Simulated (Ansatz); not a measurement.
# Barrier of one jump, S in GeS

Method: Ansatz 0.2.0, DFT PBE, scalar-relativistic, plane waves, PAW. Settings: 420 eV cutoff, 3×3×2 k-mesh, shifted by half a step, Gaussian smearing of 0.02 eV, no spin polarisation.

Host crystal, relaxed:

```
CELL_PARAMETERS angstrom
10.78541 0.00000 0.00000
0.00000 3.66482 0.00000
0.00000 0.00000 4.45824
ATOMIC_POSITIONS crystal
Ge 0.87403 0.25000 0.36452
Ge 0.12597 0.75000 0.63548
Ge 0.62597 0.75000 0.86452
Ge 0.37403 0.25000 0.13548
S 0.65293 0.25000 0.50257
S 0.34707 0.75000 0.49743
S 0.84707 0.75000 0.00257
S 0.15293 0.25000 0.99743
```

In a supercell of 16 host sites, interstitial S hops to an equivalent place, moving 2.32 Å between the relaxed ends. Climbing-image nudged elastic band at fixed cell with images 0 (start) to 6 (end), the path measured over all atoms, converged to 0.05 eV/Å; the order of the saddle wasn't checked, and the small cell leaves errors of about a tenth of an eV.

Supercell rows in host cell vectors: 0 -1 -1; 0 -1 1; -1 0 0. S was set at (0.045, 0.750, 0.150) of the host cell.

At the relaxed start S has 1 Ge at 2.14 Å, 2 Ge at 2.71 Å, 1 S at 2.87 Å, 2 S at 2.91 Å.

What barrier does the band give, and what surrounds the atom at the top?

0.50 eV at image 3, where S has 2 Ge at 2.28 Å, 2 Ge at 3.03 Å, 2 S at 3.08 Å.

Cost: 1 run of about 24 core-minutes, on Intel Xeon Processor @ 2.50GHz (Skylake/Cascade Lake) (shared hosts).